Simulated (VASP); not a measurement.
Runs of VASP 6.6.1 on AlP. The cell holds a slab with vacuum, 16 atoms: a = 5.451 Å, b = 3.854 Å, c = 29.491 Å, α = 90.00°, β = 90.00°, γ = 90.00°. 

| task | level | potentials or basis | cell | k mesh | mesh quality | gap on the mesh (eV) | largest force (eV/Å) |
| --- | --- | --- | --- | --- | --- | --- | --- |
| work function | LDA | VASP PAW LDA potentials, release 64 (Al, P) | as given | 4 × 6 × 1 | not flagged | 1.08 | 0.22 |
| work function | PBEsol | VASP PAW PBE potentials, release 64 (Al, P) | as given | 2 × 4 × 1 | coarse | 1.08 | (a) |
| work function | PBEsol | VASP PAW PBE potentials, release 64 (Al, P) | as given | 4 × 6 × 1 | not flagged | 1.08 | 0.01 |
| relaxation of the atoms | PBEsol | VASP PAW PBE potentials, release 64 (Al, P) | atoms relaxed | 4 × 6 × 1 | not flagged | 1.08 | 0.01 |

Alike in all rows: no spin polarisation; cutoff (eV) 520; smearing gaussian 0.05 eV.

Task: Fill in the values left out.

Result: (a) 0.02.

Caveats: some runs use coarse meshes; the PAW data sets were made with another functional, which shifts forces and pressure a little (some runs).

A k mesh can miss the band edges.
